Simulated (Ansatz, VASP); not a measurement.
**Se: VASP beside Ansatz**

```
Se
1.0
     3.95346    0.00000    0.00000
    -1.97673    3.42380    0.00000
     0.00000    0.00000    5.12053
Se
3
Direct
  0.25435 0.00000 0.33333
  0.00000 0.25435 0.66667
  0.74565 0.74565 0.00000
```

Alike in both runs: task single point; functional LDA; k mesh 9 × 9 × 6; occupations fermi-dirac, width 0.1 eV; no spin polarisation.

|  | VASP | Ansatz |
| --- | --- | --- |
| version | VASP 6.6.1 | Ansatz 0.2.0 |
| potentials or method | VASP PAW LDA potentials, release 64 (Se) | plane waves (420 eV) with PAW, scalar-relativistic |
| plane-wave cutoff (eV) | 520 | 420 |
| valence electrons in the cell | 18 | 48 |

VASP gave:

- pressure (GPa): 0.2
- largest component of the traceless stress (GPa): 0.13

Task: Which values does Ansatz return?

Result: Pressure (GPa): 0.0; largest component of the traceless stress (GPa): 0.03.

The two sets of potentials don't hold the same shells in valence. Ansatz warned: «pseudo_functional_mismatch».
